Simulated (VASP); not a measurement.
Crystal: ZnS.

```
CELL_PARAMETERS angstrom
0.00000 2.68033 2.68033
2.68033 0.00000 2.68033
2.68033 2.68033 0.00000
ATOMIC_POSITIONS crystal
Zn 0.25000 0.25000 0.25000
S 0.00000 0.00000 0.00000
```

Base run:

* Program: VASP 6.6.1
* Functional: r2SCAN
* Potentials or basis: VASP PAW PBE potentials, release 64 (Zn, S)
* Cutoff: 520 eV
* k mesh: 10 × 10 × 10
* Occupations: gaussian, width 0.03 eV
* Spin: no spin polarisation

Its results: band gap on the k mesh 2.79 eV, direct; pressure 1.3 GPa.

Task: The run is repeated on the same cell with these changes: functional from r2SCAN to PBE. What comes out?

Result: Band gap on the k mesh 2.22 eV, direct; pressure 3.7 GPa.

r2SCAN gives the wider gap, since meta-GGAs in the generalised Kohn-Sham scheme recover part of the derivative discontinuity.

Caveats: the PAW data sets were made with another functional, which shifts forces and pressure a little (some runs).
